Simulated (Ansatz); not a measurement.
Crystal: V.

```
V
1.0
     2.60429    0.00000    0.00000
    -1.30215    2.25538    0.00000
     0.00000    0.00000    4.72334
V
2
Cartesian
  0.0000 1.5036 1.1808
  1.3021 0.7518 3.5425
```

This isn't the form of V at room conditions, which is bcc.

| Quantity | Value |
| --- | --- |
| Program | Ansatz 0.2.0 |
| Task | relaxation of cell and atoms |
| Functional | PBE |
| Dispersion | D3(BJ) |
| Potentials or basis | Ansatz PAW |
| Cutoff | 420 eV (not typed: the program's choice for these potentials) |
| k mesh | 12 × 12 × 6 |
| Occupations | fermi-dirac, width 0.05 eV |
| Spin | collinear spin, ferromagnetic start |
| Starting moments | [2.0, 2.0] μB |

At the start: volume 13.87 Å³/atom.

**Question.** How do energy, volume and symmetry change on relaxing?

**Answer.** It ends after 6 steps and the volume is 13.21 Å³/atom (-4.8 %); space group P6_3/mmc (No. 194, to 0.05 Å); moment 0.00 μB per cell.

The path:
```tsv
step	energy change (eV)	largest force (eV/Å)	volume (Å³)
1	0.0000	0.0000	27.74
2	-0.0309	0.0000	26.02
3	-0.0371	0.0000	26.49
4	-0.0373	0.0000	26.44
5	-0.0374	0.0000	26.42
6	-0.0367	0.0000	26.42
```

Final structure:
```yaml
crystal:
  lattice:
    - [2.56672, 0.00000, 0.00000]
    - [-1.28336, 2.22284, 0.00000]
    - [0.00000, 0.00000, 4.62998]
  atoms:
    - { symbol: V, position: [0.33333, 0.66667, 0.25000] }
    - { symbol: V, position: [0.66667, 0.33333, 0.75000] }
```

Caveat: the plane-wave basis is chosen anew once the cell has moved, so the energies of steps on either side of that aren't comparable; pairwise dispersion overbinds metals, which lowers pressure and volume; the starting moments weren't kept.
